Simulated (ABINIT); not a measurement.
Crystal: CuAu.

```
Au Cu
1.0
     1.44306    0.83315    4.25617
    -1.44306    0.83315    4.25617
     0.00000   -1.66630    4.25617
Au Cu
1 1
Direct
  0.00000 0.00000 0.00000
  0.50000 0.50000 0.50000
```

The cell comes from a database or a generator and needn't be the stable form of this composition.

```yaml
Program: ABINIT 10.8.3 (patched build)
Task: relaxation of cell and atoms
Functional: PBEsol
Potentials_or_basis: JTH PAW PBE v2.0
Cutoff: 707 eV
k_mesh: 9 × 9 × 9
Occupations: fermi-dirac, width 0.05 eV
Spin: no spin polarisation
```

At the start: pressure -7.8 GPa; volume 15.35 Å³/atom.

Problem. Where does the relaxation end?

Solution. Over 7 steps the energy falls by 27.4 meV/atom and the volume is 14.54 Å³/atom (-5.3 %); space group R-3m (No. 166, to 0.05 Å).

Step by step:
```tsv
step	energy change (eV)	largest force (eV/Å)	pressure (GPa)	volume (Å³)
1	0.0000	0.0000	-7.84	30.70
2	-0.0306	0.0000	-4.71	29.97
3	-0.0485	0.0000	1.23	28.85
4	-0.0501	0.0000	0.54	28.97
5	-0.0540	0.0000	-0.42	29.14
6	-0.0547	0.0000	-0.23	29.12
7	-0.0548	0.0000	-0.04	29.09
```

Final structure:
```
CELL_PARAMETERS angstrom
1.39820 0.80725 4.29521
-1.39820 0.80725 4.29521
0.00000 -1.61450 4.29521
ATOMIC_POSITIONS crystal
Au 0.00000 0.00000 0.00000
Cu 0.50000 0.50000 0.50000
```

Caveat: the PAW data sets were made with another functional, which shifts forces and pressure a little.
